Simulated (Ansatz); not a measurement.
# InSe: the cost of one run

Method: DFT PBE+D3(BJ), scalar-relativistic, plane waves, PAW, in Ansatz 0.2.0.

5 further runs of the same task are left out: 1 that didn't finish, 4 set aside as unsound or not needed.

## 1. The structure to begin with

It takes space group C2/m (No. 12, monoclinic). Conventional cell: a = 11.893 Å, b = 4.139 Å, c = 4.497 Å, α = 90.00°, β = 110.79°, γ = 90.00°. Around In (site symmetry m) lie 3 Se at 2.69 to 2.72 Å and 1 In at 2.81 Å. Se (site symmetry m) has 3 In at 2.69 to 2.72 Å as nearest neighbours.

Structure file:

```
In Se
1.0
     5.94661   -2.06926    0.01756
     5.94661    2.06926    0.01756
    -1.60811    0.00000    4.19917
In Se
2 2
Direct
  0.88486 0.88486 0.01934
  0.11514 0.11514 0.98066
  0.65294 0.65294 0.63354
  0.34706 0.34706 0.36646
```

This cell was relaxed beforehand with the same method: volume 25.86 Å³/atom, gap on the mesh 0.56 eV.

## 2. Static run: bands, density of states and charges

The input, input.yaml:

```yaml
crystal:
  lattice:
    - [5.9466148471, -2.0692639538, 0.0175615608]
    - [5.9466148471, 2.0692639538, 0.0175615608]
    - [-1.6081140243, 0.0, 4.1991654087]
  atoms:
    - { symbol: In, position: [0.8848552884, 0.8848552884, 0.0193391515] }
    - { symbol: In, position: [0.1151447116, 0.1151447116, 0.9806608485] }
    - { symbol: Se, position: [0.652940587, 0.652940587, 0.6335435797] }
    - { symbol: Se, position: [0.347059413, 0.347059413, 0.3664564203] }
basis:
  ecutwfc: 420
kpoints:
  mp_grid: { grid: [10, 10, 8] }
  band_path:
    path:
      - [[0.0, 0.0, 0.0], [-0.28463256, 0.28463256, 0.0]]
      - [[-0.71536744, -0.28463256, 0.0], [-0.5, -0.5, 0.0], [0.0, 0.0, 0.0], [-0.5, -0.5, 0.5], [-0.7478746, -0.2521254, 0.5]]
      - [[-0.2521254, 0.2521254, 0.5], [0.0, 0.0, 0.5], [0.0, 0.0, 0.0]]
      - [[-0.5, 0.0, 0.5], [0.0, 0.0, 0.0], [-0.5, 0.0, 0.0]]
    npoints: 14
hamiltonian:
  xc: pbe
  dispersion: d3bj
scf:
  occupations: { method: gaussian, width: 0.02 }
  n_extra_bands: 10
output:
  forces: true
  stress: true
  eigenvalues: true
  populations: true
  dos: { projected: true, de: 0.02, nscf_kmesh: { grid: [15, 15, 12] } }
  bader: true
  write_density: true
  write_potential: true
  elf: true
  volumetric_format: npy
```

On the command line:

```bash
$ ansatz run input.yaml --threads 1 --pin off --max-ram 2560MiB --backend cpu --events-out ev --progress --plain --runs-dir out
```

Q: Estimate wall time and peak memory on 1 thread of Intel Xeon Platinum 8375C at 2.90GHz (Ice Lake), shared host.

About 3.2 min, with a peak of 1.7 GiB.
